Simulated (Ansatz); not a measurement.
This Ansatz input for MnAs was spoiled on purpose:

```yaml
crystal:
  lattice:
    - [3.648425857224, 0.0, 0.0]
    - [-1.824212928612, 3.15962947618, 0.0]
    - [0.0, 0.0, 5.4961651978]
  atoms:
    - { symbol: Xx, position: [0.0, 0.0, 0.0], spin: 3.5 }
    - { symbol: Mn, position: [0.0, 0.0, 0.5], spin: 3.5 }
    - { symbol: As, position: [0.3333333333333, 0.6666666666667, 0.25] }
    - { symbol: As, position: [0.6666666666667, 0.3333333333333, 0.75] }
basis:
  ecutwfc: 420
  ecutrho_ratio: 4
kpoints:
  mp_grid: { grid: [10, 10, 6] }
hamiltonian:
  xc: pbe
scf:
  occupations: { method: gaussian, width: 0.05 }
  max_iter: 100
output:
  forces: true
  stress: true
magnetization:
  spin_polarized: true
```

Launched as:
```sh
ansatz run input.yaml --threads 4 --pin off --max-ram 7168MiB --backend cpu --events-out ev --progress --plain --runs-dir out
```

Question: What is wrong with it?

Answer: An unknown element. Against the sound input: crystal.atoms[0].symbol: "Mn" → "Xx" (the cap on iterations is only a precaution).

What the program printed:

```
Error: YAML parse error: error: line 7 column 17: `Xx` is not an element symbol (H … Og, case-exact)
```

The input was refused before any iteration. It ran for 0.02 s on 4 threads of Arm Neoverse V2, with other jobs on the host, peak memory 0.02 GiB. The run before the change (PBE, 420 eV, 10×10×6 mesh) gave:

```tsv
run	P (GPa)	gap on the mesh (eV)	cell moment (μB)	largest force component (eV/Å)
sound	0.0	metal	5.60	0.000
```

The two runs also differ in their start: the sound one had the moments 3.09, 3.09, 0.00, 0.00 μB typed, and went on from the state of an earlier run.

The chain of runs began from a cell as deposited in COD, expanded in volume. Of that entry: the entry's cell lengths or inner coordinates differ somewhat from later room-temperature determinations.

Of that run: The run wasn't fully tested for a lower electronic state.
